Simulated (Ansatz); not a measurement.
The system is CuO.

```
CELL_PARAMETERS angstrom
2.55255 0.00000 0.00000
0.00000 2.55255 0.00000
0.00000 0.00000 2.55255
ATOMIC_POSITIONS crystal
Cu 0.00000 0.00000 0.00000
O 0.50000 0.50000 0.50000
```

Measurements of this composition are mostly on another form, of space group No. 15.

| Property | Result |
| --- | --- |
| Program | Ansatz 0.2.0 |
| Task | relaxation of cell and atoms |
| Functional | PBE |
| Potentials or basis | Ansatz PAW |
| Cutoff | 420 eV (not typed: the program's choice for these potentials) |
| k mesh | 10 × 10 × 10 |
| Occupations | fermi-dirac, width 0.05 eV |
| Spin | no spin polarisation |
| Hubbard terms | Cu d U = 6 eV |

At the start: volume 8.32 Å³/atom.

Q: Where does the relaxation end?

A: It ends after 9 steps and the volume is 9.44 Å³/atom (+13.5 %); space group Pm-3m (No. 221, to 0.05 Å).

The path:
| step | energy change (eV) | largest force (eV/Å) | volume (Å³) |
| --- | --- | --- | --- |
| 1 | 0.0000 | 0.0000 | 16.63 |
| 2 | -0.1000 | 0.0000 | 17.52 |
| 3 | -0.1389 | 0.0000 | 18.52 |
| 4 | -0.1392 | 0.0000 | 18.70 |
| 5 | -0.1391 | 0.0000 | 18.72 |
| 6 | -0.1564 | 0.0000 | 18.72 |
| 7 | -0.1563 | 0.0000 | 18.86 |
| 8 | -0.1562 | 0.0000 | 18.87 |
| 9 | -0.1571 | 0.0000 | 18.87 |

Final structure:
```
Cu O
1.0
     2.66241    0.00000    0.00000
     0.00000    2.66241    0.00000
     0.00000    0.00000    2.66241
Cu O
1 1
Direct
  0.00000 0.00000 0.00000
  0.50000 0.50000 0.50000
```

Caveat: the plane-wave basis is chosen anew once the cell has moved, so the energies of steps on either side of that aren't comparable; the pressure holds a Pulay correction of +0.7 GPa for the finite cutoff; an odd number of electrons without spin polarisation forces a metal; a magnetic or distorted state may lie lower; the run has no spin polarisation, though such a crystal can be magnetic; U without spin polarisation on a metal has little footing.
